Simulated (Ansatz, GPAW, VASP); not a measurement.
TePb: 3 runs at one level of theory

```
Pb Te
1.0
     0.00000    3.23100    3.23100
     3.23100    0.00000    3.23100
     3.23100    3.23100    0.00000
Pb Te
1 1
Direct
  0.00000 0.00000 0.00000
  0.50000 0.50000 0.50000
```

Alike in all runs: task single point; functional PBE; k mesh 7 × 7 × 7; occupations gaussian, width 0.02 eV; no spin polarisation; no spin-orbit coupling. Pressure is positive in compression and, in plane waves, holds the error of the finite cutoff.

| program and potentials | plane-wave cutoff (eV) | notes | pressure (GPa) |
| --- | --- | --- | --- |
| GPAW, GPAW PAW data sets (gpaw-data 1.2.1) | 600 | - | 1.83 |
| Ansatz, all-electron LAPW, scalar-relativistic | - | - | 2.12 |
| VASP, PBE PAW files Pb_d, Te, 520 eV | 520 | - | ? |

Q: Estimate from the other rows what the run with VASP, PBE PAW files Pb_d, Te, 520 eV gave.

A: Pressure 2.05 GPa. The other rows, which needn't bracket it: pressure 1.83 to 2.12.
